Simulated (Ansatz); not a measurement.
# Least gap on mesh and path: LDA against r2SCAN

Results calculated with Ansatz 0.2.0, not measured. Kohn-Sham band structure along a path of special k points, counted from the Fermi level; b1 is the highest level under it at the first point, a1 the next above; plane waves with PAW datasets, Gamma-centred k mesh.

Settings of every row: dispersion none; spin none; occupations gaussian; smearing width 0.02 eV; points per segment 14; every nth row 2; spin channel both.

Limits: no spin-orbit coupling, which shifts gaps with heavier elements (CdSe, CdTe, BAs, CdS, ZnSe).

Limits of some rows: the entry's cell lengths or inner coordinates differ somewhat from later room-temperature determinations (CdTe, MgO).

Each row is one system, at the same atoms, with functional r2SCAN and with LDA. The wave cutoff is 500 eV in the first and 420 eV in the second. The rows are a selection: systems with far-off first values are left out.

| row | formula | space group | atoms in the cell | V (Å³/atom) | k mesh | r2SCAN (eV) | LDA (eV) |
| --- | --- | --- | --- | --- | --- | --- | --- |
| 1 | CdSe | F-43m (216) | 2 | 29.74 | 10x10x10 | 0.970 | 0.220 |
| 2 | CdTe | F-43m (216) | 2 | 36.22 | 10x10x10 | 1.079 | 0.330 |
| 3 | BAs | F-43m (216) | 2 | 13.90 | 10x10x10 | 1.390 | 1.146 |
| 4 | CdS | F-43m (216) | 2 | 26.02 | 8x8x8 | 1.486 | 0.761 |
| 5 | ZnSe | F-43m (216) | 2 | 23.54 | 8x8x8 | 1.720 | ? |
| 6 | SiC | F-43m (216) | 2 | 10.50 | 10x10x10 | 1.724 | 1.329 |
| 7 | LiH | Fm-3m (225) | 2 | 8.04 | 10x10x10 | 3.630 | 2.612 |
| 8 | MgO | Fm-3m (225) | 2 | 9.62 | 10x10x10 | 5.335 | 4.374 |
| 9 | Al2O3 | R-3c (167) | 10 | 8.76 | 6x6x6 | 6.736 | 5.794 |

Question: what least gap on mesh and path should ZnSe (row 5) have with LDA?

Worked estimate. Take the shift, the second value less the first: -0.750, -0.749, -0.244, -0.725, -0.395, -1.018, -0.961, -0.942 eV in the shown rows, -0.723 eV in the mean. Its slope on the first value, -0.0782, is under 2.5 standard errors, so the mean serves, with a standard deviation of 0.275 eV. The shift is -0.723 eV, which gives 1.720 − 0.723 = 0.997 eV.

The calculation gave 0.899 eV, a shift of -0.821. The estimate is 0.098 eV too high, within two standard deviations; taking the first value unchanged would miss by 0.821 eV.
